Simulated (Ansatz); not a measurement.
The elements of this relaxed trial sheet are hidden behind letters. Only a and b repeat, and vacuum parts the sheet from its images along c.

```
lattice vectors (Å)
   3.7992    0.0000    0.0000
  -1.8996    3.2902    0.0000
   0.0000    0.0000   30.1518
fractional positions
X 0.0000 0.0000 0.2985
Z 0.6667 0.3333 0.2460
Z 0.3333 0.6667 0.3510
```

Computed with DFT PBE, scalar-relativistic, plane waves, PAW (Ansatz 0.2.0). Cutoff 420 eV, Γ-centred 12×12×1 mesh (3-atom cell), Gaussian smearing of 0.02 eV, no spin polarisation.

| Item | Value |
| --- | --- |
| Layer group | p-3m1 (No. 72) |
| In-plane cell | a = 3.799 Å, b = 3.799 Å, γ = 120.0° |
| Area per atom | 4.17 Å² |
| Thickness between the outermost nuclei | 3.16 Å |
| Formation energy | −1.356 eV/atom |
| Gap on the 12×12×1 mesh of the 3-atom cell | 0.50 eV |

Energies are uncorrected and count from the elements' standard states at the same level.

Question: X is a d-block element of period 5 and Z is a p-block element of period 4. Which elements are they?

Answer: X = Zr, Z = Se, so the formula is ZrSe2. Zr at height 1.58 Å has 6 Se at 2.70 Å; Se at height 0.00 Å has 3 Zr at 2.70 Å. Other elements may fit the hints; this set was computed.

Kohn–Sham gaps at this level usually fall short of measured ones. A structure relaxed within its symmetry needn't be a true minimum.
